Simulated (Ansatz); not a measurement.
What DFT gives for Sc

```
CELL_PARAMETERS angstrom
0.00000 2.13437 2.13437
2.13437 0.00000 2.13437
2.13437 2.13437 0.00000
ATOMIC_POSITIONS crystal
Sc 0.00000 0.00000 0.00000
```

Single point in Ansatz 0.2.0 with r2SCAN, no spin polarisation. Cutoff 500 eV, PAW datasets, 13×13×13 Γ-centred k mesh, fermi-dirac filling (width 0.1 eV).

Question: What do density and ELF say about some of the short contacts?

Answer: Sc–Sc at 3.02 Å: least valence density 0.15 e/Å³ and ELF 0.19 there. These are pseudo-fields; inside the PAW spheres they differ from the all-electron ones.

Question: What does the stress say?

Answer: The pressure is 19.3 GPa (compression positive), so with the atoms held at these fractions the cell would first expand.

Question: What happens at the Fermi level?

Answer: It is a metal, with about 1.4 states/eV a cell as the mean within 0.25 eV of the Fermi level, mostly Sc d (87 %).

Origin: a known structure type with other elements, at an estimated volume, so it need not be a known compound. Caveats: many states at the Fermi level without spin polarisation, so a magnetic state may lie lower; atoms or cell far from equilibrium.
